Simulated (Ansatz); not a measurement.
Hf5H2 polymorphs, one row open

Method: Ansatz 0.2.0, DFT PBE, scalar-relativistic, plane waves, PAW. Settings: cutoff 420 eV, Γ-centred meshes spaced at most about 0.3 Å⁻¹, and about 0.25 Å⁻¹ or finer for metals (2π included), Gaussian smearing. No spin polarisation.

All energies are static (0 K, no zero-point motion). Rows are sorted by volume; energies count from the lowest form computed. Coordination counts Hf atoms around H (those within 1.25 times the shortest such distance or 1.15 times the sum of covalent radii).

```csv
row,form,source,atoms,coordination,V (Å³/atom),gap on mesh (eV),ΔE (meV/atom)
1,P6_3/mmc,invented,14,H 6,16.5,0,92
2,P-3m1,invented,7,H 4,16.8,0,20
3,I4/mmm,invented,7,H 4,16.9,0,6
4,P6_3/mmc,invented,14,H 4,17.0,0,42
5,I4/m,invented,7,H 4,17.0,0,?
6,P-3m1,invented,7,H 4,17.0,0,0
```

The cell of row 5:

```cif
data_structure
_symmetry_space_group_name_H-M 'I4/m'
_symmetry_Int_Tables_number 87
_cell_length_a 7.2831
_cell_length_b 7.2831
_cell_length_c 4.4897
_cell_angle_alpha 90.000
_cell_angle_beta 90.000
_cell_angle_gamma 90.000
_cell_volume 238.15
loop_
_atom_site_label
_atom_site_type_symbol
_atom_site_symmetry_multiplicity
_atom_site_Wyckoff_symbol
_atom_site_fract_x
_atom_site_fract_y
_atom_site_fract_z
_atom_site_occupancy
Hf1 Hf 8 h 0.20909 0.39456 0.00000 1
Hf2 Hf 2 a 0.00000 0.00000 0.00000 1
H1 H 4 d 0.00000 0.50000 0.25000 1
```

Problem. Estimate the missing energy, and say where the row ranks.

Solution. 32 meV/atom, which puts it above row 2 and below row 4. Counting Hf atoms around H, row 5 and the lowest form (row 6) both have H 4.

An observed structure of this formula, if there is one, may be missing.

The k mesh leaves some 4 meV/atom of noise in the energy of each metallic cell. Spin–orbit coupling, which can matter for Hf, is left out. With hydrogen, zero-point motion can shift such differences by 10 meV/atom or more. Cells relaxed within their symmetry can be saddle points. Some types were kept out of the candidates beforehand, so the set may lack a known form.
